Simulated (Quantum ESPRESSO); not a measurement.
Wanted: an ASE script for a Quantum ESPRESSO 7.5 run.

| Property | Result |
| --- | --- |
| Task | relaxation of cell and atoms |
| Functional | PBEsol |
| Potentials or basis | GBRV 1.5 PBEsol |
| Cutoff | 925 eV |
| Density cutoff | 7401 eV |
| k mesh | 5 × 5 × 4 |
| Occupations | fermi-dirac, width 0.05 eV |
| Spin | no spin polarisation |
| ASE optimiser | BFGS |
| Mixing beta | 0.5 |
| Most SCF iterations | 120 |
| SCF threshold | 8e-10 Ry |

The structure of SnO lies in SnO.cif:

```cif
data_SnO
_cell_length_a 3.81369522
_cell_length_b 3.81369522
_cell_length_c 4.88691330
_cell_angle_alpha 90.00000000
_cell_angle_beta 90.00000000
_cell_angle_gamma 90.00000000
_space_group_name_H-M_alt 'P1'
_space_group_name_Hall 'P 1'
_space_group_IT_number 1
loop_
_space_group_symop_operation_xyz
'x,y,z'
loop_
_atom_site_label
_atom_site_type_symbol
_atom_site_symmetry_multiplicity
_atom_site_Wyckoff_symbol
_atom_site_fract_x
_atom_site_fract_y
_atom_site_fract_z
_atom_site_occupancy
Sn1 Sn 1 a 0.5000000000 0.0000000000 0.7646261400 1
Sn2 Sn 1 a 0.0000000000 0.5000000000 0.2353738600 1
O1 O 1 a 0.0000000000 0.0000000000 0.0000000000 1
O2 O 1 a 0.5000000000 0.5000000000 0.0000000000 1
```

The cell is a database's computed one.

One way to write it, as run:

run.py

```python
import numpy as np
from ase.calculators.espresso import Espresso, EspressoProfile
from ase.io import read

atoms = read('SnO.cif')

input_data = {
    'control': {'calculation': 'scf', 'prefix': 'pwscf', 'outdir': './tmp', 'tprnfor': True, 'tstress': True, 'disk_io': 'low'},
    'system': {'ecutwfc': 68.0, 'ecutrho': 544.0, 'nbnd': 28, 'occupations': 'smearing', 'smearing': 'fd', 'degauss': 0.00367493},
    'electrons': {'conv_thr': 8e-10, 'electron_maxstep': 120, 'mixing_beta': 0.5},
}
pseudopotentials = {'O': 'o_pbesol_v1.2.uspp.F.UPF', 'Sn': 'sn_pbesol_v1.4.uspp.F.UPF'}
profile = EspressoProfile(command='mpirun -n 2 pw.x -nk 2', pseudo_dir='pseudo')
dft = Espresso(profile=profile, input_data=input_data, pseudopotentials=pseudopotentials, kpts=(5, 5, 4), koffset=(0, 0, 0))
atoms.calc = dft

from ase.optimize import BFGS
from ase.filters import FrechetCellFilter
done = BFGS(FrechetCellFilter(atoms), trajectory='opt.traj').run(fmax=0.02, steps=30)
print('converged', done)
print('cell (A)', np.round(atoms.cell.cellpar(), 5))
print(f'energy {atoms.get_potential_energy():.8f} eV')
print('forces (eV/A)')
print(np.round(atoms.get_forces(), 6))
print('stress (eV/A^3, Voigt)')
print(np.round(atoms.get_stress(), 8))
print(f'Fermi level {dft.get_fermi_level():.4f} eV')
```

Potentials or basis: GBRV 1.5 PBEsol.

Launch:

```sh
$ OMP_NUM_THREADS=1 python run.py
```

Results of the run:

The relaxed volume is 17.17 Å³/atom. The relaxed cell is a = 3.807 Å, b = 3.807 Å, c = 4.738 Å, α = 90.00°, β = 90.00°, γ = 90.00°. The space group after relaxing (to 0.05 Å) is P4/nmm (No. 129), the energy gained by relaxing is 1.5 meV/atom and the ionic steps are 12. The pressure after relaxing is 0.0 GPa and the largest force after relaxing is 0.005 eV/Å. The band gap on the k mesh is 0.34 eV, indirect (least direct gap 1.98 eV).

Caveat: spin-orbit coupling is left out, which moves the levels of the heavy elements; an odd mesh through Γ misses points on the zone boundary, where band edges often lie.

Wall time 10 min on 2 MPI ranks on Arm Neoverse N1, on a shared host, peak memory 0.54 GiB a rank.
